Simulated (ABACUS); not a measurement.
# CuO (Tenorite) (Cc) in ABACUS: equation of state, part 2 of 2

ABACUS 3.10.1. The steps go on from the part before.

## Step 3: Equation of state, PBEsol, 9.76 Å³/atom (volume scaled by 0.96)

Input file INPUT:

```
INPUT_PARAMETERS
suffix              CuO
calculation         scf
basis_type          pw
pseudo_dir          ./
symmetry            1
dft_functional      pbesol
ecutwfc             92
pseudo_rcut         7
nspin               1
nbands              30
ks_solver           dav
smearing_method     fd
smearing_sigma      0.00367493
scf_thr             1e-08
scf_nmax            100
mixing_type         broyden
mixing_beta         0.7
cal_force           1
cal_stress          1
kpar                4
```

Input file STRU:

```
ATOMIC_SPECIES
Cu 63.5460 Cu.upf
O 15.9990 O.upf

LATTICE_CONSTANT
1.8897261246

LATTICE_VECTORS
2.3129616560 -1.6902431073 0.0000000000
2.3129616560 1.6902431073 0.0000000000
-0.8489238166 0.0000000000 4.9910572484

ATOMIC_POSITIONS
Direct

Cu
0.0
2
0.4968000000 0.0032000000 0.5000000000 1 1 1
0.0032000000 0.4968000000 0.0000000000 1 1 1

O
0.0
2
0.4056000000 0.5714000000 0.7537000000 1 1 1
0.5714000000 0.4056000000 0.2537000000 1 1 1
```

Input file KPT:

```
K_POINTS
0
Gamma
10 10 5 0 0 0
```

Potentials or basis: PseudoDojo NC SR 0.4.1 PBEsol standard, plane waves.

Run with:

```bash
$ OMP_NUM_THREADS=1 mpirun -np 4 abacus > log
```

It took 3.9 min on 4 MPI ranks of AMD EPYC, shared host; peak memory 0.64 GiB.

It converged, with:

```
Free energy            : -11205.7819 eV
Pressure               : 4.8 GPa
Largest force          : 0.846 eV/Å
Band gap on the k mesh : none (metal or under the smearing width)
```

Caveat: the run has no spin polarisation, though such a crystal can be magnetic; semilocal functionals often make such compounds metallic where correlation or magnetic order opens a gap, which also shifts bond lengths.

## Step 4: Equation of state, PBEsol, 9.96 Å³/atom (volume scaled by 0.98)

INPUT is that of step 3.

STRU: that of step 3 with these lines changed.

```diff
@@ -8,5 +8,5 @@
 LATTICE_VECTORS
-2.3129616560 -1.6902431073 0.0000000000
-2.3129616560 1.6902431073 0.0000000000
--0.8489238166 0.0000000000 4.9910572484
+2.3289136198 -1.7019003246 0.0000000000
+2.3289136198 1.7019003246 0.0000000000
+-0.8547786486 0.0000000000 5.0254794206
```

KPT is that of step 3.

Run with:

```bash
$ OMP_NUM_THREADS=1 mpirun -np 4 abacus > log
```

It took 3.8 min on 4 MPI ranks of AMD EPYC, shared host; peak memory 0.68 GiB.

It converged, with:

| Property | Result |
| --- | --- |
| Free energy | -11205.7957 eV |
| Pressure | 0.7 GPa |
| Largest force | 0.780 eV/Å |
| Band gap on the k mesh | none (metal or under the smearing width) |

Caveat: the run has no spin polarisation, though such a crystal can be magnetic; semilocal functionals often make such compounds metallic where correlation or magnetic order opens a gap, which also shifts bond lengths.

## Step 5: Equation of state, PBEsol, 10.16 Å³/atom

INPUT is that of step 4.

STRU: that of step 4 with these lines changed.

```diff
@@ -8,5 +8,5 @@
 LATTICE_VECTORS
-2.3289136198 -1.7019003246 0.0000000000
-2.3289136198 1.7019003246 0.0000000000
--0.8547786486 0.0000000000 5.0254794206
+2.3446500000 -1.7134000000 0.0000000000
+2.3446500000 1.7134000000 0.0000000000
+-0.8605543552 0.0000000000 5.0594363927
```

KPT is that of step 4.

Run with:

```bash
$ OMP_NUM_THREADS=1 mpirun -np 4 abacus > log
```

It took 4.1 min on 4 MPI ranks of AMD EPYC, shared host; peak memory 0.72 GiB.

The run converged. Its results:

```
Free energy            : -11205.7898 eV
Pressure               : -3.0 GPa
Largest force          : 0.765 eV/Å
Band gap on the k mesh : none (metal or under the smearing width)
```

Caveat: the run has no spin polarisation, though such a crystal can be magnetic; semilocal functionals often make such compounds metallic where correlation or magnetic order opens a gap, which also shifts bond lengths.

## Step 6: Equation of state, PBEsol, 10.37 Å³/atom (volume scaled by 1.02)

INPUT is that of step 5.

STRU: that of step 5 with these lines changed.

```diff
@@ -8,5 +8,5 @@
 LATTICE_VECTORS
-2.3446500000 -1.7134000000 0.0000000000
-2.3446500000 1.7134000000 0.0000000000
--0.8605543552 0.0000000000 5.0594363927
+2.3601779360 -1.7247473506 0.0000000000
+2.3601779360 1.7247473506 0.0000000000
+-0.8662535568 0.0000000000 5.0929435705
```

KPT is that of step 5.

Potentials or basis: PseudoDojo NC SR 0.4.1 PBEsol standard, plane waves.

Run with:

```bash
$ OMP_NUM_THREADS=1 mpirun -np 4 abacus > log
```

Run time: 3.8 min. Hardware: 4 MPI ranks of AMD EPYC, shared host; peak memory 0.68 GiB.

The run converged. Its results:

```yaml
Free_energy: -11205.7664 eV
Pressure: -6.2 GPa
Largest_force: 0.758 eV/Å
Band_gap_on_the_k_mesh: none (metal or under the smearing width)
```

Caveat: the run has no spin polarisation, though such a crystal can be magnetic; semilocal functionals often make such compounds metallic where correlation or magnetic order opens a gap, which also shifts bond lengths.

## Step 7: Equation of state, PBEsol, 10.57 Å³/atom (volume scaled by 1.04)

INPUT is that of step 6.

STRU: that of step 6 with these lines changed.

```diff
@@ -8,5 +8,5 @@
 LATTICE_VECTORS
-2.3601779360 -1.7247473506 0.0000000000
-2.3601779360 1.7247473506 0.0000000000
--0.8662535568 0.0000000000 5.0929435705
+2.3755041962 -1.7359473225 0.0000000000
+2.3755041962 1.7359473225 0.0000000000
+-0.8718787375 0.0000000000 5.1260155593
```

KPT is that of step 6.

Potentials or basis: PseudoDojo NC SR 0.4.1 PBEsol standard, plane waves.

Run with:

```bash
$ OMP_NUM_THREADS=1 mpirun -np 4 abacus > log
```

running log:

```text
ABACUS v3.10.1

               Atomic-orbital Based Ab-initio Computation at UStc

 ------------------------------------------------------------------------------------

 READING GENERAL INFORMATION
                           global_out_dir = OUT.CuO/
                           global_in_card = INPUT
                               pseudo_dir = ./
                              orbital_dir =
                                    DSIZE = 4
                                    GSIZE = 1

 READING UNITCELL INFORMATION
                                    ntype = 2
                  lattice constant (Bohr) = 1.88973
              lattice constant (Angstrom) = 1

 READING ATOM TYPE 1
                               atom label = Cu
                      L=0, number of zeta = 1
[... 399 lines left out ...]
       4       -58.2222     0.00400000
       5       -58.1888     0.00400000
       6       -58.1815     0.00400000
[... 182 lines left out ...]
      29        18.2461    1.33983e-60
      30        22.3149        0.00000

[... levels at 30 further k points ...]

------------------------------------------------------------------------------------------
 TOTAL-FORCE (eV/Angstrom)
------------------------------------------------------------------------------------------
                       Cu1        -0.5136393210        -0.2575654610         0.1896943258
                       Cu2        -0.5136393210         0.2575654610         0.1896943258
                        O1         0.5136393210        -0.5227934433        -0.1896943258
                        O2         0.5136393210         0.5227934433        -0.1896943258
------------------------------------------------------------------------------------------

----------------------------------------------------------------
 TOTAL-STRESS (KBAR)
----------------------------------------------------------------
      -100.1183374638         0.0000000000        -0.7416185769
        -0.0000000000       -53.5629648489        -0.0000000000
        -0.7416185769         0.0000000000      -120.1081970389
----------------------------------------------------------------
 TOTAL-PRESSURE: -91.263166 KBAR

 --------------------------------------------
 !FINAL_ETOT_IS -11205.7274452997771732 eV
 --------------------------------------------
```

Run time: 4.1 min. Hardware: 4 MPI ranks of AMD EPYC, shared host; peak memory 0.72 GiB.

What came out:

| Property | Result |
| --- | --- |
| Free energy | -11205.7274 eV |
| Pressure | -9.1 GPa |
| Largest force | 0.757 eV/Å |
| Band gap on the k mesh | none (metal or under the smearing width) |

Caveat: the run has no spin polarisation, though such a crystal can be magnetic; semilocal functionals often make such compounds metallic where correlation or magnetic order opens a gap, which also shifts bond lengths.

## Step 8: Equation of state, PBEsol, 10.77 Å³/atom (volume scaled by 1.06)

INPUT is that of step 7.

STRU: that of step 7 with these lines changed.

```diff
@@ -8,5 +8,5 @@
 LATTICE_VECTORS
-2.3755041962 -1.7359473225 0.0000000000
-2.3755041962 1.7359473225 0.0000000000
--0.8718787375 0.0000000000 5.1260155593
+2.3906352041 -1.7470046099 0.0000000000
+2.3906352041 1.7470046099 0.0000000000
+-0.8774322550 0.0000000000 5.1586662202
```

KPT is that of step 7.

Run with:

```bash
$ OMP_NUM_THREADS=1 mpirun -np 4 abacus > log
```

It took 4.1 min on 4 MPI ranks of AMD EPYC, shared host; peak memory 0.68 GiB.

The run converged. Its results:

| Property | Result |
| --- | --- |
| Free energy | -11205.6746 eV |
| Pressure | -11.7 GPa |
| Largest force | 0.760 eV/Å |
| Band gap on the k mesh | none (metal or under the smearing width) |

Caveat: the run has no spin polarisation, though such a crystal can be magnetic; semilocal functionals often make such compounds metallic where correlation or magnetic order opens a gap, which also shifts bond lengths.

## Step 9: Equation of state, PBEsol

Potentials or basis: PseudoDojo NC SR 0.4.1 PBEsol standard, plane waves.

No new run: the results of the series are fitted here.

What came out:

```
Equilibrium volume                        : 10.00 Å³/atom
Bulk modulus at fixed shape and positions : 186 GPa
Pressure derivative of the bulk modulus   : 4.7
```

Energy against volume, from the lowest point:
```
volume (Å³/atom)  energy (meV/atom)
           9.553              12.41
           9.756               3.45
           9.959               0.00
          10.163               1.47
          10.366               7.31
          10.569              17.06
          10.772              30.28
```

Caveat: the cell was scaled at fixed shape and fractional positions, which overstates the stiffness of a crystal with free parameters, most of all of layers and chains; the run has no spin polarisation, though such a crystal can be magnetic.
